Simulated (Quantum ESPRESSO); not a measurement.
Write the native input for Quantum ESPRESSO 7.5 that does the following.

```
Task                : single point
Functional          : PBE
Potentials or basis : SG15 PBE 1.2
Cutoff              : 1197 eV
Density cutoff      : 4789 eV
k mesh              : 6 × 6 × 6
Occupations         : fermi-dirac, width 0.05 eV
Spin                : no spin polarisation
Mixing beta         : 0.5
Most SCF iterations : 120
SCF threshold       : 6e-10 Ry
```

Crystal: ZrO2.

```xyz
3
Lattice="0.0000 2.5451 2.5451 2.5451 0.0000 2.5451 2.5451 2.5451 0.0000" Properties=species:S:1:pos:R:3 pbc="T T T"
Zr    0.0000    0.0000    0.0000
O     3.8176    3.8176    3.8176
O     1.2725    1.2725    1.2725
```

Measurements of this composition are mostly on another form, of space group No. 14.

These files were run (other wordings do the same):

pw.in

```
&CONTROL
  calculation = 'scf'
  prefix = 'pwscf'
  outdir = './tmp'
  pseudo_dir = './pseudo'
  tprnfor = .true.
  tstress = .true.
  disk_io = 'nowf'
/
&SYSTEM
  ibrav = 0
  nat = 3
  ntyp = 2
  ecutwfc = 88
  nbnd = 19
  occupations = 'smearing'
  smearing = 'fd'
  degauss = 0.00367493
/
&ELECTRONS
  conv_thr = 6d-10
  electron_maxstep = 120
  mixing_beta = 0.5
/
ATOMIC_SPECIES
Zr    91.2240 Zr_ONCV_PBE-1.2.upf
O     15.9990 O_ONCV_PBE-1.2.upf
CELL_PARAMETERS angstrom
   0.0000000000    2.5450727058    2.5450727058
   2.5450727058    0.0000000000    2.5450727058
   2.5450727058    2.5450727058    0.0000000000
ATOMIC_POSITIONS crystal
Zr     0.0000000000    0.0000000000    0.0000000000
O      0.7500000000    0.7500000000    0.7500000000
O      0.2500000000    0.2500000000    0.2500000000
K_POINTS automatic
6 6 6 0 0 0
```

Potentials or basis: SG15 PBE 1.2.

Launch:

```sh
$ OMP_NUM_THREADS=1 mpirun -n 4 pw.x -nk 4 -in pw.in > pw.out
```

It gave:

| Item | Value |
| --- | --- |
| Pressure | 3.6 GPa |
| Band gap on the k mesh | 3.36 eV, indirect (least direct gap 3.80 eV) |

It took 7 s on 4 MPI ranks on Arm Neoverse V1, with other jobs on the host, peak memory 0.28 GiB a rank.
